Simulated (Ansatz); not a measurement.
**Sb in Ansatz: the effect of exact exchange**

Crystal: Sb.

```
Sb
1.0
     2.15420    1.24373    3.75800
    -2.15420    1.24373    3.75800
     0.00000   -2.48746    3.75800
Sb
2
Direct
  0.76651 0.76651 0.76651
  0.23349 0.23349 0.23349
```

Alike in all runs:

```yaml
Program: Ansatz 0.2.0
Task: single point
Functional: HSE06 form with a typed share of exact exchange
Potentials_or_basis: Ansatz PAW
Cutoff: "420 eV (not typed: the program's choice for these potentials)"
k_mesh: 4 × 4 × 4
Occupations: fermi-dirac, width 0.05 eV
Spin: no spin polarisation
```

```csv
exact exchange,pressure (GPa),largest force (eV/Å)
0.4,-0.4,0.51
0.5,-1.1,0.63
0.05,2.3,0.12
0.1,?,?
0.15,1.5,0.22
0.2,1.1,0.27
0.25,0.7,0.33
0.3,0.4,0.39
```

What does the run with exact exchange 0.1 give?

Pressure 1.9 GPa; largest force 0.17 eV/Å.

Worked out: A straight line through the other rows of the pressure, of slope -7.54 GPa per unit of exact exchange, gives 1.9 GPa, against the run's 1.9. A parabola through the other rows of the largest force, of slope 1.03 eV/Å per unit of exact exchange there, gives 0.17 eV/Å, against the run's 0.17.

Caveats: all runs use coarse meshes; the PAW data sets come from PBE, with cores solved anew for the run's functional, which leaves a small shift of forces and pressure; the thresholds are loose for stress.
